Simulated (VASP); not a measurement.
# TiN (Osbornite) (Fm-3m) in VASP: a series of runs, part 2 of 3

VASP 6.6.1.

## (4) Band structure, r2SCAN

Contents of INCAR:

```
PREC = Accurate
ENCUT = 520
EDIFF = 1E-6
ISMEAR = 1
SIGMA = 0.1
LREAL = F
LASPH = T
NELM = 80
ALGO = Normal
ISIF = 2
LWAVE = F
LCHARG = F
LMAXMIX = 4
METAGGA = R2SCAN
LMIXTAU = T
NBANDS = 16
```

Contents of KPOINTS:

```
Automatic mesh
0
Gamma
  16 16 16
```

Contents of POSCAR:

```
TiN                                     
1.0
    0.0000000000      2.1029354761      2.1029354761
    2.1029354761      0.0000000000      2.1029354761
    2.1029354761      2.1029354761      0.0000000000
  Ti              N             
     1     1
Direct
     0.0000000000000000    0.0000000000000000    0.0000000000000000
     0.5000000000000000    0.5000000000000000    0.5000000000000000
```

KPOINTS_OPT is that of step 3.

Potentials or basis: VASP PAW PBE potentials, release 64 (Ti_sv, N).

On the command line:

```sh
$ cat potpaw_PBE.64/Ti_sv/POTCAR potpaw_PBE.64/N/POTCAR > POTCAR
$ mpirun -np 1 vasp_std > vasp.out
```

OUTCAR:

```text
PREC = Accurate
   ENCUT = 520
   EDIFF = 1E-6
   ISMEAR = 1
   LREAL = F
   LASPH = T
   NELM = 80
   ISIF = 2
   METAGGA = R2SCAN

 ion  position               nearest neighbor table
   1  0.000  0.000  0.000-   2 2.10   2 2.10   2 2.10   2 2.10   2 2.10   2 2.10
   2  0.500  0.500  0.500-   1 2.10   1 2.10   1 2.10   1 2.10   1 2.10   1 2.10

  LATTYP: Found a face centered cubic cell.
 ALAT       =     4.2058709522

  Lattice vectors:

 A1 = (   0.0000000000,   2.1029354761,   2.1029354761)
 A2 = (   2.1029354761,   0.0000000000,   2.1029354761)
 A3 = (   2.1029354761,   2.1029354761,   0.0000000000)

Analysis of symmetry for initial positions (statically):
=====================================================================
 Subroutine PRICEL returns:
 Original cell was already a primitive cell.

 Routine SETGRP: Setting up the symmetry group for a
 face centered cubic supercell.

 Subroutine GETGRP returns: Found 48 space group operations
 (whereof 48 operations were pure point group operations)
 out of a pool of 48 trial point group operations.
[... 158 lines left out ...]
  ext. energy  EPLUGINS =         0.00000000
  ---------------------------------------------------
  free energy    TOTEN  =       -26.00352577 eV

  energy without entropy =      -26.00223342  energy(sigma->0) =      -26.00309499

 E-fermi :  12.0180     XC(G=0): -14.0350

 val. band max:       12.0167168273   @ k =  -0.3125   0.4375   0.1250
 cond. band min:      12.0210899085   @ k =   0.1250   0.0625   0.0000
 fundamental gap:      0.0043730812
 Fermi energy:        12.0180039522

 k-point     1 :       0.0000    0.0000    0.0000
  band No.  band energies     occupation
      1     -48.3259      2.00000
      2     -23.2439      2.00000
      3     -23.2439      2.00000
      4     -23.2439      2.00000
      5      -6.4159      2.00000
      6       9.5840      2.00000
[... 433 lines left out ...]
      3     -23.2614      2.00000
      4     -23.2446      2.00000
      5      -6.2063      2.00000
      6       8.4909      2.00000
[... 8 lines left out ...]
     15      26.0749      0.00000
     16      31.9512      0.00000

 [... further k-points ...]
[... 5 lines left out ...]
  --------------------------------------------------------------------------------------
  -------------------------------------------------------------------------------------
  Total        0.8608473      0.8608473      0.8608473      0.0000000     -0.0000000      0.0000000
  in kB       74.1530207     74.1530207     74.1530207      0.0000000     -0.0000000      0.0000000
  external PRESSURE =      74.1530207 kB  Pullay stress =       0.0000000 kB

 VOLUME and BASIS-vectors are now :
 -----------------------------------------------------------------------------
  energy-cutoff  :      520.00
  volume of cell :       18.60
      direct lattice vectors                 reciprocal lattice vectors
     0.000000000  2.102935476  2.102935476    -0.237762882  0.237762882  0.237762882
     2.102935476  0.000000000  2.102935476     0.237762882 -0.237762882  0.237762882
     2.102935476  2.102935476  0.000000000     0.237762882  0.237762882 -0.237762882

 POSITION                                       TOTAL-FORCE (eV/Angst)
 -----------------------------------------------------------------------------------
      0.00000      0.00000      0.00000         0.000000     -0.000000     -0.000000
      2.10294      2.10294      2.10294        -0.000000      0.000000      0.000000
 -----------------------------------------------------------------------------------
    total drift:                                0.000000     -0.000000     -0.000000

  FREE ENERGIE OF THE ION-ELECTRON SYSTEM (eV)
  ---------------------------------------------------
  free  energy   TOTEN  =       -26.0035257684 eV

  energy  without entropy=      -26.0022334188  energy(sigma->0) =      -26.00309499
```

Run time: 4.3 min. Hardware: 1 thread of Intel Xeon Platinum 8375C at 2.90GHz (Ice Lake), shared host; peak memory 0.2 GiB.

What came out:

| Quantity | Value |
| --- | --- |
| Free energy | -26.0035 eV |
| Pressure | 7.4 GPa |
| Band gap along the path | none (metal or under the smearing width) |

Levels at the corners of the path, in eV from the Fermi level:
| point | band 5 | band 6 | band 7 | band 8 | band 9 | band 10 | band 11 | band 12 | band 13 | band 14 |
| --- | --- | --- | --- | --- | --- | --- | --- | --- | --- | --- |
| Γ | -18.43 | -2.43 | -2.43 | -2.43 | -0.66 | -0.66 | -0.66 | 0.59 | 0.59 | 6.14 |
| X | -17.07 | -6.35 | -3.67 | -3.67 | -3.22 | 1.71 | 2.52 | 2.52 | 3.87 | 11.50 |
| X | -17.07 | -6.35 | -3.67 | -3.67 | -3.22 | 1.71 | 2.52 | 2.52 | 3.87 | 11.50 |
| W | -16.57 | -5.97 | -5.97 | -5.93 | 0.96 | 0.96 | 2.53 | 3.34 | 4.12 | 12.89 |
| W | -16.57 | -5.97 | -5.97 | -5.93 | 0.96 | 0.96 | 2.53 | 3.34 | 4.12 | 12.89 |
| K | -16.61 | -6.33 | -6.23 | -4.98 | -0.51 | 2.10 | 2.45 | 3.84 | 3.98 | 12.44 |
| K | -16.61 | -6.33 | -6.23 | -4.98 | -0.51 | 2.10 | 2.45 | 3.84 | 3.98 | 12.44 |
| Γ | -18.43 | -2.43 | -2.43 | -2.43 | -0.66 | -0.66 | -0.66 | 0.59 | 0.59 | 6.14 |
| Γ | -18.43 | -2.43 | -2.43 | -2.43 | -0.66 | -0.66 | -0.66 | 0.59 | 0.59 | 6.14 |
| L | -15.89 | -8.69 | -6.07 | -6.07 | 1.79 | 1.79 | 2.52 | 6.12 | 6.12 | 6.56 |
| L | -15.89 | -8.69 | -6.07 | -6.07 | 1.79 | 1.79 | 2.52 | 6.12 | 6.12 | 6.56 |
| U | -16.61 | -6.33 | -6.23 | -4.98 | -0.51 | 2.10 | 2.45 | 3.84 | 3.98 | 12.44 |
| U | -16.61 | -6.33 | -6.23 | -4.98 | -0.51 | 2.10 | 2.45 | 3.84 | 3.98 | 12.44 |
| W | -16.57 | -5.97 | -5.97 | -5.93 | 0.96 | 0.96 | 2.53 | 3.34 | 4.12 | 12.89 |
| W | -16.57 | -5.97 | -5.97 | -5.93 | 0.96 | 0.96 | 2.53 | 3.34 | 4.12 | 12.89 |
| L | -15.89 | -8.69 | -6.07 | -6.07 | 1.79 | 1.79 | 2.52 | 6.12 | 6.12 | 6.56 |
| L | -15.89 | -8.69 | -6.07 | -6.07 | 1.79 | 1.79 | 2.52 | 6.12 | 6.12 | 6.56 |
| K | -16.61 | -6.33 | -6.23 | -4.98 | -0.51 | 2.10 | 2.45 | 3.84 | 3.98 | 12.44 |
| U | -16.61 | -6.33 | -6.23 | -4.98 | -0.51 | 2.10 | 2.45 | 3.84 | 3.98 | 12.44 |
| X | -17.07 | -6.35 | -3.67 | -3.67 | -3.22 | 1.71 | 2.52 | 2.52 | 3.87 | 11.50 |

Caveat: the PAW data sets were made with another functional, which shifts forces and pressure a little.

## (5) Density of states, PBE

POSCAR is that of step 4.

Contents of INCAR.step1:

```
  PREC = Accurate
  ENCUT = 520
  EDIFF = 1E-6
  ISMEAR = 1
  SIGMA = 0.1
  LREAL = False
  LASPH = True
  NELM = 80
  ALGO = Normal
  ISIF = 2
  LWAVE = False
  LCHARG = True
  LMAXMIX = 4
  GGA = PE
```

Contents of KPOINTS.step1:

```
regular mesh
0
Gamma
  16 16 16
```

Contents of INCAR.step2:

```
  PREC = Accurate
  ENCUT = 520
  EDIFF = 1E-6
  ISMEAR = -5
  SIGMA = 0.1
  LREAL = False
  LASPH = True
  NELM = 80
  ALGO = Normal
  ISIF = 2
  LWAVE = False
  LCHARG = False
  LMAXMIX = 4
  GGA = PE
  LORBIT = 11
  NEDOS = 1001
  ICHARG = 11
```

Contents of KPOINTS.step2:

```
regular mesh
0
Gamma
  24 24 24
```

Potentials or basis: VASP PAW PBE potentials, release 64 (Ti_sv, N).

On the command line:

```sh
$ cat potpaw_PBE.64/Ti_sv/POTCAR potpaw_PBE.64/N/POTCAR > POTCAR
$ cp INCAR.step1 INCAR
$ cp KPOINTS.step1 KPOINTS
$ mpirun -np 1 vasp_std > vasp.out
$ cp INCAR.step2 INCAR
$ cp KPOINTS.step2 KPOINTS
$ mpirun -np 1 vasp_std > vasp.out
```

OUTCAR:

```text
PREC = Accurate
   ENCUT = 520
   EDIFF = 1E-6
   ISMEAR = -5
   LREAL = False
   LASPH = True
   NELM = 80
   ISIF = 2
   GGA = PE
   LORBIT = 11
   ICHARG = 11

 ion  position               nearest neighbor table
   1  0.000  0.000  0.000-   2 2.10   2 2.10   2 2.10   2 2.10   2 2.10   2 2.10
   2  0.500  0.500  0.500-   1 2.10   1 2.10   1 2.10   1 2.10   1 2.10   1 2.10

  LATTYP: Found a face centered cubic cell.
 ALAT       =     4.2058709522

  Lattice vectors:

 A1 = (   0.0000000000,   2.1029354761,   2.1029354761)
 A2 = (   2.1029354761,   0.0000000000,   2.1029354761)
 A3 = (   2.1029354761,   2.1029354761,   0.0000000000)

Analysis of symmetry for initial positions (statically):
=====================================================================
 Subroutine PRICEL returns:
 Original cell was already a primitive cell.

 Routine SETGRP: Setting up the symmetry group for a
 face centered cubic supercell.

 Subroutine GETGRP returns: Found 48 space group operations
 (whereof 48 operations were pure point group operations)
 out of a pool of 48 trial point group operations.

The static configuration has the point symmetry O_h .

Analysis of symmetry for dynamics (positions and initial velocities):
=====================================================================
 Subroutine PRICEL returns:
 Original cell was already a primitive cell.

 Routine SETGRP: Setting up the symmetry group for a
 face centered cubic supercell.

 Subroutine GETGRP returns: Found 48 space group operations
 (whereof 48 operations were pure point group operations)
 out of a pool of 48 trial point group operations.

The dynamic configuration has the point symmetry O_h .

 Subroutine INISYM returns: Found 48 space group operations
 (whereof 48 operations are pure point group operations),
 and found     1 'primitive' translations

----------------------------------------------------------------------------------------

                                     Primitive cell

  volume of cell :      18.5998

  direct lattice vectors                    reciprocal lattice vectors
     0.000000000  2.102935476  2.102935476    -0.237762882  0.237762882  0.237762882
     2.102935476  0.000000000  2.102935476     0.237762882 -0.237762882  0.237762882
     2.102935476  2.102935476  0.000000000     0.237762882  0.237762882 -0.237762882

  length of vectors
     2.973999871  2.973999871  2.973999871     0.411817392  0.411817392  0.411817392

  position of ions in fractional coordinates (direct lattice)
     0.000000000  0.000000000  0.000000000
     0.500000000  0.500000000  0.500000000

  ion indices of the primitive-cell ions
   primitive index   ion index
                 1           1
                 2           2

----------------------------------------------------------------------------------------

 KPOINTS: regular mesh

Automatic generation of k-mesh.
 Grid dimensions read from file:
 generate k-points for:   24   24   24

 Generating k-lattice:

[... 43 lines left out ...]
  0.458333  0.041667  0.000000     24.000000
 [... further k-points ...]
   k-points           NKPTS =    413   k-points in BZ     NKDIM =    413   number of bands    NBANDS=     12
   number of dos      NEDOS =   1001   number of ions     NIONS =      2
   total plane-waves  NPLWV =  13824
   dimension x,y,z NGX =    24 NGY =   24 NGZ =   24
   dimension x,y,z NGXF=    48 NGYF=   48 NGZF=   48
   ions per type =               1   1
   NGX,Y,Z   is equivalent  to a cutoff of  13.42, 13.42, 13.42 a.u.
   NGXF,Y,Z  is equivalent  to a cutoff of  26.83, 26.83, 26.83 a.u.
 SYSTEM =  unknown system
   PREC   = accura    normal or accurate (medium, high low for compatibility)
   ISTART =      0    job   : 0-new  1-cont  2-samecut
   ICHARG =     11    charge: 1-file 2-atom 10-const
   ISPIN  =      1    spin polarized calculation?
   LNONCOLLINEAR =      F non collinear calculations
   LSORBIT =      F    spin-orbit coupling
   LASPH  =      T    aspherical Exc in radial PAW
   ENCUT  =  520.0 eV  38.22 Ry    6.18 a.u.   5.53  5.53  5.53*2*pi/ulx,y,z
   NELM   =     80;   NELMIN=  2; NELMDL=  0     # of ELM steps
   EDIFF  = 0.1E-05   stopping-criterion for ELM
   LREAL  =      F    real-space projection
   EDIFFG = 0.1E-04   stopping-criterion for IOM
   NSW    =      0    number of steps for IOM
   IBRION =     -1    ionic relax: 0-MD 1-quasi-New 2-CG
   NFREE  =      0    steps in history (QN), initial steepest desc. (CG)
   ISIF   =      2    stress and relaxation
   ISYM   =      2    0-nonsym 1-usesym 2-fastsym
   POTIM  = 0.5000    time-step for ionic-motion
   TEBEG  =    0.0;   TEEND  =   0.0 temperature during run
   PSTRESS=    0.0 pullay stress
   NELECT =      17.0000    total number of electrons
   NUPDOWN=      -1.0000    fix difference up-down
   EMIN   =  10.00;   EMAX   =-10.00  energy-range for DOS
   EFERMI =   0.00;   METHOD = LEGACY
   ISMEAR =    -5;   SIGMA  =   0.10  broadening in eV -4-tet -1-fermi 0-gaus
   EFERMI_NEDOS =   21; number of points for ismear=-14 and -15
   IALGO  =     38    algorithm
   IMIX   =      4    mixing-type and parameters
     AMIX     =   0.40;   BMIX     =  1.00
     AMIX_MAG =   1.60;   BMIX_MAG =  1.00
  volume/ion in A,a.u.               =       9.30        62.76
  Fermi-wavevector in a.u.,A,eV,Ry     =   1.588749  3.002300 34.342768  2.524122
  Thomas-Fermi vector in A             =   2.687704
   LORBIT       =     11    0 simple, 1 ext, 2 COOP (PROOUT), +10 PAW based schemes
   GGA     = PE    functional components
   LHFCALC =     F    Hartree Fock is set to
   AEXX    =    0.0000 exact exchange contribution
   IVDW    =     0    specifies the selected vdW correction
   LEPSILON=     F    determine dielectric tensor
   LRPA    =     F    only Hartree local field effects (RPA)
 non-spin polarized calculation
 Fermi weights with tetrahedron method with Bloechl corrections
  energy-cutoff  :      520.00
  volume of cell :       18.60
 maximum number of plane-waves:       531
 NGX is ok and might be reduce to    24

 number of electron      16.9999998 magnetization

 Free energy of the ion-electron system (eV)
  ---------------------------------------------------
  ext. energy  EPLUGINS =         0.00000000
  ---------------------------------------------------
  free energy    TOTEN  =       -19.62065242 eV

  energy without entropy =      -19.62065242  energy(sigma->0) =      -19.62065242

 E-fermi :  11.8050     XC(G=0): -13.1615

 val. band max:       11.8040093169   @ k =  -0.1667   0.1250   0.0000
 cond. band min:      11.7498542175   @ k =   0.1667   0.0000   0.0000
 fundamental gap:     -0.0541550994
 Fermi energy:        11.8049994621

 k-point     1 :       0.0000    0.0000    0.0000
  band No.  band energies     occupation
      1     -46.0377      2.00000
      2     -21.9978      2.00000
      3     -21.9978      2.00000
      4     -21.9978      2.00000
      5      -5.4626      2.00000
      6       9.7195      2.00000
      7       9.7195      2.00000
      8       9.7195      2.00000
      9      11.1597      2.00000
     10      11.1597      2.00000
     11      11.1597      2.00000
     12      12.3982      0.00000
[... 331 lines left out ...]
 k-point    24 :       0.4583    0.0417    0.0000
  band No.  band energies     occupation
      1     -45.9317      2.00000
      2     -22.6795      2.00000
      3     -22.0614      2.00000
      4     -22.0609      2.00000
      5      -3.0115      2.00000
      6       3.7548      2.00000
      7       6.2167      2.00000
      8       6.2897      2.00000
      9      13.3284      0.00000
     10      13.5287      0.00000
     11      14.0836      0.00000
     12      17.4413      0.00000

 [... further k-points ...]
[... 5 lines left out ...]
  --------------------------------------------------------------------------------------
  -------------------------------------------------------------------------------------
  Total        1.0494284      1.0494284      1.0494284     -0.0000000     -0.0000000      0.0000000
  in kB       90.3973222     90.3973222     90.3973222     -0.0000000     -0.0000000      0.0000000
  external PRESSURE =      90.3973222 kB  Pullay stress =       0.0000000 kB

 VOLUME and BASIS-vectors are now :
 -----------------------------------------------------------------------------
  energy-cutoff  :      520.00
  volume of cell :       18.60
      direct lattice vectors                 reciprocal lattice vectors
     0.000000000  2.102935476  2.102935476    -0.237762882  0.237762882  0.237762882
     2.102935476  0.000000000  2.102935476     0.237762882 -0.237762882  0.237762882
     2.102935476  2.102935476  0.000000000     0.237762882  0.237762882 -0.237762882

 POSITION                                       TOTAL-FORCE (eV/Angst)
 -----------------------------------------------------------------------------------
      0.00000      0.00000      0.00000        -0.000000     -0.000000     -0.000000
      2.10294      2.10294      2.10294         0.000000      0.000000      0.000000
 -----------------------------------------------------------------------------------
    total drift:                                0.000000     -0.000000     -0.000000

  FREE ENERGIE OF THE ION-ELECTRON SYSTEM (eV)
  ---------------------------------------------------
  free  energy   TOTEN  =       -19.6206524223 eV

  energy  without entropy=      -19.6206524223  energy(sigma->0) =      -19.62065242

 total charge

# of ion       s       p       d       tot
------------------------------------------
    1        2.189   6.242   2.001  10.432
    2        1.249   2.524   0.000   3.773
--------------------------------------------------
tot          3.437   8.766   2.001  14.205
```

It took 81 s on 1 thread of Intel Xeon Platinum 8375C at 2.90GHz (Ice Lake), shared host; peak memory 0.22 GiB.

Results:

```yaml
Valence_electrons_inside_the_program's_atomic_spheres: Ti 10.43; N 3.77
```

Levels at points of the mesh, in eV from the Fermi level:
```csv
k point,band 7,band 8,band 9,band 10,band 11,band 12
"(0.00, 0.00, 0.00)",-2.09,-2.09,-0.65,-0.65,-0.65,0.59
"(0.50, 0.00, 0.00)",-5.62,-5.62,1.74,1.74,2.44,5.92
"(0.50, 0.50, 0.00)",-3.28,-3.28,-3.18,1.70,2.47,2.47
```

States per cell in windows of 0.5 eV (zero at the Fermi level; states under -8 eV left out):
```csv
from (eV),total,Ti1_d,N2_p,Ti1_p,Ti1_s,N2_s,N2_d
-8.0,0.16,0.02,0.05,0.00,0.02,0.00,0.00
-7.5,0.37,0.06,0.12,0.01,0.04,0.00,0.00
-7.0,0.60,0.10,0.21,0.03,0.04,0.01,0.00
-6.5,0.47,0.06,0.18,0.03,0.02,0.00,0.00
-6.0,0.87,0.17,0.34,0.07,0.01,0.00,0.00
-5.5,1.50,0.40,0.60,0.06,0.01,0.00,0.00
-5.0,0.89,0.22,0.36,0.04,0.00,0.00,0.00
-4.5,0.64,0.15,0.27,0.03,0.00,0.00,0.00
-4.0,0.38,0.07,0.18,0.02,0.00,0.00,0.00
-3.5,0.15,0.03,0.07,0.01,0.00,0.00,0.00
-3.0,0.07,0.02,0.03,0.00,0.00,0.00,0.00
-2.5,0.07,0.03,0.02,0.00,0.00,0.00,0.00
-2.0,0.11,0.06,0.02,0.00,0.00,0.00,0.00
-1.5,0.17,0.10,0.02,0.00,0.00,0.00,0.00
-1.0,0.26,0.17,0.03,0.00,0.00,0.00,0.00
-0.5,0.41,0.28,0.04,0.00,0.00,0.00,0.00
0.0,0.46,0.33,0.04,0.00,0.00,0.00,0.00
0.5,0.63,0.48,0.05,0.00,0.00,0.00,0.00
1.0,0.85,0.69,0.06,0.00,0.00,0.00,0.00
1.5,1.39,1.19,0.08,0.00,0.00,0.00,0.00
2.0,2.08,1.74,0.17,0.00,0.02,0.00,0.00
2.5,0.59,0.49,0.05,0.00,0.00,0.00,0.00
3.0,0.53,0.40,0.05,0.01,0.01,0.02,0.00
3.5,0.38,0.28,0.04,0.01,0.00,0.02,0.00
4.0,0.20,0.14,0.03,0.00,0.00,0.01,0.00
4.5,0.12,0.08,0.02,0.00,0.00,0.00,0.00
5.0,0.07,0.04,0.01,0.00,0.00,0.00,0.00
5.5,0.02,0.01,0.00,0.00,0.00,0.00,0.00
6.0,0.00,0.00,0.00,0.00,0.00,0.00,0.00
6.5,0.00,0.00,0.00,0.00,0.00,0.00,0.00
7.0,0.00,0.00,0.00,0.00,0.00,0.00,0.00
7.5,0.00,0.00,0.00,0.00,0.00,0.00,0.00
```

Caveat: tetrahedron occupations give inexact forces and stress in metals.

(Part 2 of 3 ends here.)
